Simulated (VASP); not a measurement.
HfS2: work function with PBE

Sheet: HfS2, a sheet with vacuum.

```
S Hf
1.0
     3.61694    0.00000    0.00000
    -1.80847    3.13236    0.00000
     0.00000    0.00000   18.88000
S Hf
2 1
Direct
  0.33333 0.66667 0.42327
  0.66667 0.33333 0.57673
  0.00000 0.00000 0.50000
```

The cell was built by a generator and needn't be a form met in nature.

```yaml
Program: VASP 6.6.1
Task: work function
Functional: PBE
Potentials_or_basis: VASP PAW PBE potentials, release 64 (S, Hf_pv)
Cutoff: 520 eV
k_mesh: 12 × 12 × 1
Occupations: gaussian, width 0.03 eV
Spin: no spin polarisation
Dipole_correction: yes
Further_INCAR_settings: ALGO = Normal; EDIFF = 1e-06
```

| Item | Value |
| --- | --- |
| Largest force | 0.096 eV/Å |
| Band gap on the k mesh | 1.24 eV, indirect (least direct gap 2.08 eV) |
| Ionisation potential of the upper face | 6.35 eV |

Forces on the atoms (eV/Å):
```
S    0.000  0.000 -0.096
S    0.000  0.000  0.096
Hf   0.000  0.000  0.000
```

Levels at points of the mesh, in eV from the valence-band top:
| k point | band 9 | band 10 | band 11 | band 12 | band 13 | band 14 |
| --- | --- | --- | --- | --- | --- | --- |
| (0.00, 0.00, 0.00) | -0.92 | 0.00 | 0.00 | 2.08 | 2.08 | 2.80 |
| (0.50, 0.00, 0.00) | -2.32 | -1.31 | -1.05 | 1.24 | 4.18 | 4.27 |

It took 83 s on 4 MPI ranks on Intel(R) Xeon(R) Platinum 8375C CPU @ 2.90GHz (Ice Lake), with other jobs on the host, peak memory 0.36 GiB a rank.

Caveat: spin-orbit coupling is left out, which moves the levels of the heavy elements.
